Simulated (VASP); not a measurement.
Write the native input for VASP 6.6.1 that does the following.

* Task: relaxation of cell and atoms
* Functional: LDA
* Potentials or basis: VASP PAW LDA potentials, release 64 (Sb)
* Cutoff: 600 eV
* k mesh: 9 × 6 × 6
* Occupations: fermi-dirac, width 0.05 eV
* Spin: no spin polarisation
* Target pressure: 5 GPa
* Further INCAR settings: ALGO = Normal; EDIFF = 1e-06; IBRION = 2; EDIFFG = -0.01; NSW = 40; ISIF = 3
* Target pressure: 5 GPa

The structure of Sb lies in POSCAR:

```
Sb
1.0
    3.1224020000      0.0000000000      0.0000000000
    0.0000000000      4.3475180000      0.0000000000
   -0.0389150000      0.0000000000      4.4058520000
Sb
2
Direct
    0.0113890000      0.2500000000      0.2411660000
    0.9886110000      0.7500000000      0.7588340000
```

This isn't the form of Sb at room conditions, which is rhombohedral.

One way to write it, as run:

INCAR

```
PREC     = Accurate       # precision mode
ENCUT    = 600            # plane-wave cutoff, eV
EDIFF    = 1E-6           # SCF threshold, eV
ISMEAR   = -1             # smearing method
SIGMA    = 0.05           # smearing width, eV
LREAL    = F              # projectors in reciprocal space
LASPH    = T              # aspherical terms in the spheres
NELM     = 100            # most SCF steps
ALGO     = Normal         # electronic algorithm
ISIF     = 3              # what is computed and relaxed
LWAVE    = F              # write WAVECAR
LCHARG   = F              # write CHGCAR
IBRION   = 2              # ionic algorithm
NSW      = 40             # ionic steps
EDIFFG   = -0.01          # ionic threshold
PSTRESS  = 50
```

KPOINTS

```
regular mesh
0
Gamma
  9 6 6
```

Potentials or basis: VASP PAW LDA potentials, release 64 (Sb).

Command:

```bash
$ cat potpaw_LDA.64/Sb/POTCAR > POTCAR
$ mpirun -np 1 vasp_std > vasp.out
```

Results of the run:

```
Relaxed volume                                         : 26.39 Å³/atom
Relaxed cell                                           : a = 2.983 Å, b = 4.197 Å, c = 4.217 Å, α = 90.00°, β = 89.95°, γ = 90.00°
Space group after relaxing (to 0.05 Å)                 : Pm-3m (No. 221)
Energy change on relaxing (the enthalpy is what falls) : +5.5 meV/atom
Ionic steps                                            : 21
Pressure after relaxing                                : 5.0 GPa
Largest force after relaxing                           : 0.005 eV/Å
Band gap on the k mesh                                 : none (metal or under the smearing width)
```

Caveat: the cell is relaxed towards a set pressure, so the enthalpy falls and the energy may rise.

Wall time 3 min on 1 thread of Intel(R) Xeon(R) 6975P-C (Granite Rapids) (shared host), peak memory 0.23 GiB.
